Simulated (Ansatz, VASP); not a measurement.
# CdSe (Cadmoselite) in two plane-wave programs, part 2 of 2

Wanted: the spread between two codes on one cell, functional and k mesh. The cell is taken from a series of VASP runs on this material, whose earlier steps may have relaxed, scaled or displaced it; both programs get it as it stands.

VASP 6.6.1 and Ansatz 0.2.0.

So far: Set-up; VASP: relaxation of cell and atoms, r2SCAN; Ansatz: relaxation of cell and atoms, r2SCAN.

## (4) Side by side

Known differences besides the potentials themselves: VASP keeps PBE cores, Ansatz makes them for the functional; both relaxations stop at a tolerance, which leaves soft axes loose, and VASP keeps its plane-wave basis; the data sets hold 72 valence electrons in Ansatz (default PAW (the set named soft_2) files) and 36 in VASP; the cutoff is 500 eV in Ansatz and 450 eV in VASP; Ansatz adds a Pulay correction to the stress that steers its cell, VASP none. Total energies have different zeros and are not compared.

The two programs side by side:

```
                                         quantity  Ansatz    VASP  difference
                                      volume (Å³)  115.43  115.72     -0.25 %
edge a after relaxation, in the typed setting (Å)   4.341   4.346     -0.11 %
edge c after relaxation, in the typed setting (Å)   7.073   7.076     -0.04 %
```

VASP's last cycles still show a density residual of 2e-03, so its state may not be settled. The walks stopped with 0.02 GPa left in Ansatz and 0.00 GPa in VASP; each walk ends within a tolerance, so the volume difference is uncertain by about these residues over the bulk modulus, most in soft cells.

## (5) VASP: relaxation of cell and atoms, HSE06

The relaxed volume is the usual yardstick between codes: its relative difference is about their pressure difference at one cell divided by the bulk modulus.

The run reads the wave functions of an earlier VASP run, which isn't shown here.

Contents of INCAR:

```
SYSTEM = CdSe
PREC = Accurate
ENCUT = 450
EDIFF = 1E-06
NELM = 100
ISMEAR = 0
SIGMA = 0.03
LREAL = .FALSE.
ALGO = Normal
LHFCALC = .TRUE.
AEXX = 0.25
GGA = PE
HFSCREEN = 0.2
LASPH = .TRUE.
NBANDS = 24
PRECFOCK = Fast
LORBIT = 11
LWAVE = .FALSE.
LCHARG = .FALSE.
KPAR = 4
NCORE = 2
IBRION = 2
NSW = 50
ISIF = 3
EDIFFG = -0.006
```

Contents of POSCAR:

```
CdSe
1.0
    4.3415671248      0.0000000000      0.0000000000
   -2.1707835624      3.7599074223      0.0000000000
    0.0000000000      0.0000000000      7.0794104547
Cd Se
2 2
Direct
    0.6666666667      0.3333333333      0.5000000000
    0.3333333333      0.6666666667      0.0000000000
    0.6666666667      0.3333333333      0.8767900000
    0.3333333333      0.6666666667      0.3767900000
```

Contents of KPOINTS:

```
Automatic mesh
0
Gamma
4 4 2
0 0 0
```

Potentials, in the order of the species: Cd and Se (PBE family, release 64).

Launch:

```console
> mpirun -np 8 vasp_std
```

Numbers of over 12 decimals in the logs are rounded to 6 here.

The program printed:

```text
[banner, memory and clock lines left out]
running    8 mpi-ranks, on    1 nodes
[...]
LDA part: xc-table for (Slater+PW92), standard interpolation
 found WAVECAR, reading the header
 POSCAR, INCAR and KPOINTS ok, starting setup
[...]
reading WAVECAR
 the WAVECAR file was read successfully
 initial charge from wavefunction
 entering main loop
       N       E                     dE             d eps       ncg     rms          rms(c)
DAV:   1    -0.137032230286E+02   -0.13703E+02   -0.14801E+00   392   0.102E+01    0.341E+00
DAV:   2    -0.137071306742E+02   -0.39076E-02   -0.12493E-01   432   0.380E+00    0.193E+00
DAV:   3    -0.136996063110E+02    0.75244E-02   -0.15205E-02   432   0.119E+00    0.118E+00
DAV:   4    -0.136982811441E+02    0.13252E-02   -0.30098E-03   424   0.400E-01    0.719E-01
DAV:   5    -0.136980925241E+02    0.18862E-03   -0.54968E-04   432   0.140E-01    0.430E-01
DAV:   6    -0.136980361919E+02    0.56332E-04   -0.55960E-05   448   0.511E-02    0.252E-01
[...]
DAV:   4    -0.136992245743E+02    0.41092E-03   -0.15019E-03   416   0.271E-01    0.233E-01
[...]
DAV:   8    -0.136990943582E+02    0.43380E-05   -0.21504E-06   320   0.120E-02    0.315E-02
DAV:   9    -0.136990927511E+02    0.16071E-05   -0.82281E-07   264   0.743E-03    0.190E-02
DAV:  10    -0.136990920836E+02    0.66748E-06   -0.25110E-07   232   0.421E-03
   2 F= -.13699092E+02 E0= -.13699092E+02  d E =-.108509E-02
 trial-energy change:   -0.001085  1 .order   -0.001049   -0.002547    0.000450
 step:   0.8587(harm=  0.8499)  dis= 0.00162  next Energy=   -13.699124 (dE=-0.112E-02)
[...]
N       E                     dE             d eps       ncg     rms          rms(c)
DAV:   1    -0.136994101619E+02   -0.31741E-03   -0.10825E-02   392   0.972E-01    0.133E-01
DAV:   2    -0.136992016016E+02    0.20856E-03   -0.39945E-04   408   0.257E-01    0.516E-02
DAV:   3    -0.136991360213E+02    0.65580E-04   -0.16109E-04   416   0.124E-01    0.407E-02
DAV:   4    -0.136991295396E+02    0.64816E-05   -0.29216E-05   416   0.377E-02    0.304E-02
DAV:   5    -0.136991291063E+02    0.43330E-06   -0.37021E-06   384   0.114E-02
   3 F= -.13699129E+02 E0= -.13699129E+02  d E =-.112211E-02
[...]
reached required accuracy - stopping structural energy minimisation
```

From OUTCAR (step 5):

```text
  Total       -0.0178691     -0.0178691     -0.0233662      0.0000000      0.0000000      0.0000000
  in kB       -0.2461759     -0.2461759     -0.3219088      0.0000000      0.0000000      0.0000000
  external PRESSURE =      -0.2714202 kB  Pullay stress =       0.0000000 kB

 POSITION                                       TOTAL-FORCE (eV/Angst)
 -----------------------------------------------------------------------------------
      2.17765      1.25727      3.54135         0.000000     -0.000000      0.003531
     -0.00000      2.51453      0.00162         0.000000      0.000000      0.003531
      2.17765      1.25727      6.20557         0.000000     -0.000000     -0.003531
     -0.00000      2.51453      2.66584        -0.000000     -0.000000     -0.003531
 -----------------------------------------------------------------------------------
    total drift:                               -0.000001     -0.000003      0.001157

  FREE ENERGIE OF THE ION-ELECTRON SYSTEM (eV)
  ---------------------------------------------------
  free  energy   TOTEN  =       -13.6991291063 eV

  energy  without entropy=      -13.6991291063  energy(sigma->0) =      -13.69912911

[... 1 part as in an earlier step ...]

[... 3 further parts left out ...]
[key lines of the parts left out:]
E-fermi :   0.2634
```

The k-mesh is coarse for exact exchange; levels may shift by about 0.1 eV on a finer one.

## (6) Ansatz: relaxation of cell and atoms, HSE06

The same cell, functional, mesh and smearing now go to Ansatz, which takes its cutoff from its data sets.

The cell is taken from a series of VASP runs on this material, whose earlier steps may have relaxed, scaled or displaced it; both programs get it as it stands.

Contents of input.yaml:

```yaml
crystal:
  lattice:
    - [4.3415671248, 0.0, 0.0]
    - [-2.1707835624, 3.7599074223, 0.0]
    - [0.0, 0.0, 7.0794104547]
  atoms:
    - { symbol: Cd, position: [0.6666666667, 0.3333333333, 0.5] }
    - { symbol: Cd, position: [0.3333333333, 0.6666666667, 0.0] }
    - { symbol: Se, position: [0.6666666667, 0.3333333333, 0.87679] }
    - { symbol: Se, position: [0.3333333333, 0.6666666667, 0.37679] }
hamiltonian:
  xc: { exchange: pbe, correlation: pbe, exx: { coeff: 0.25, omega: 0.2 } }
  pseudopotentials: { kind: paw }
kpoints:
  mp_grid: { grid: [4, 4, 2] }
scf:
  occupations: { method: gaussian, width: 0.03 }
relax:
  f_tol: 0.01
  max_steps: 60
  cell: { stress_tol: 0.05 }
output:
  forces: true
  stress: true
```

Launch:

```console
> ansatz run input.yaml --threads 4 --pin off --max-ram 9216MiB --backend cpu --events-out ev --progress --plain --runs-dir out
```

The program printed:

```text
[...]
Crystal: 4 atoms, lattice volume = 115.564 Å³
Basis set: ecut = 420 eV, 2273 PW (Γ), exchange–correlation on 60×60×96 points (8 copies of the dense FFT grid, shifted against one another)
Bands: 44, of which v1, the nominal top of the filled ones, is band 36 counted from 1 (35 counted from 0)
Symmetry: 12 space group operations
[...]
k-points: 8 of 32
[...]
--- Relaxed structure (3 steps of the walk, 3 accepted, 1 SCFs on fresh bases) ---
[...]
cell:  # Å, volume = 116.1590 Å³
    - [4.354575, 0.0, 0]
    - [-2.177287, 3.771173, 0]
    - [0, 0, 7.073439]
  atoms:
    - { symbol: Cd, position: [0.666667, 0.333333, 0.500201] }
    - { symbol: Cd, position: [0.333333, 0.666667, 0.000201213] }
    - { symbol: Se, position: [0.666667, 0.333333, 0.876589] }
    - { symbol: Se, position: [0.333333, 0.666667, 0.376589] }
[key lines of the parts left out:]
Free energy (F): -27460.247998 eV
Fermi energy:    7.226190 eV
P = ⅓ Tr σ = -0.0045 GPa (-0.045 kbar)
```

It took 51 s on 4 threads of Arm Neoverse V2, shared host; peak memory 1.2 GiB.

## (7) Differences

What differs besides the data sets and the points named for the pairs above, as far as they apply: exact exchange at q = 0 is treated differently, which shows on coarse meshes; the cutoff is 420 eV in Ansatz and 450 eV in VASP; VASP takes a coarser grid for exact exchange (PRECFOCK = Fast). Total energies have different zeros and are not compared.

Compared:

```
                                         quantity  Ansatz    VASP  difference
                                      volume (Å³)  116.16  116.30     -0.12 %
edge a after relaxation, in the typed setting (Å)   4.355   4.355     -0.02 %
edge c after relaxation, in the typed setting (Å)   7.073   7.079     -0.08 %
```

VASP's last cycles still show a density residual of 3e-03, so its state may not be settled. The walks stopped with 0.00 GPa left in Ansatz and -0.03 GPa in VASP; each walk ends within a tolerance, so the volume difference is uncertain by about these residues over the bulk modulus, most in soft cells.

## (8) Summary of results

| Property | Result |
| --- | --- |
| difference in volume (relaxation of cell and atoms, r2SCAN) | -0.25 % |
| difference in volume (relaxation of cell and atoms, HSE06) | -0.12 % |

What this shows: The difference in volume is -0.25 % (relaxation of cell and atoms, r2SCAN), within the 1.2 % picked in this series as the mark of a large difference, as far as the stopping tolerances let one tell. Such differences can come from data sets, numerical settings and the points named under the comparisons, not from the functional's error against experiment.

[Lines on the potential files, build, host, timing and source positions are cut from VASP's logs without a mark.]

[Logs are printed without paths, hosts, clocks, repeated set-up lines and the standing remarks that a program may print on its own settings, such as how far it seeks lower states.]

[Hosts, paths, dates, database ids (printed as entryN), source tags and the programs' standing remarks are cut or masked in the printed files.]
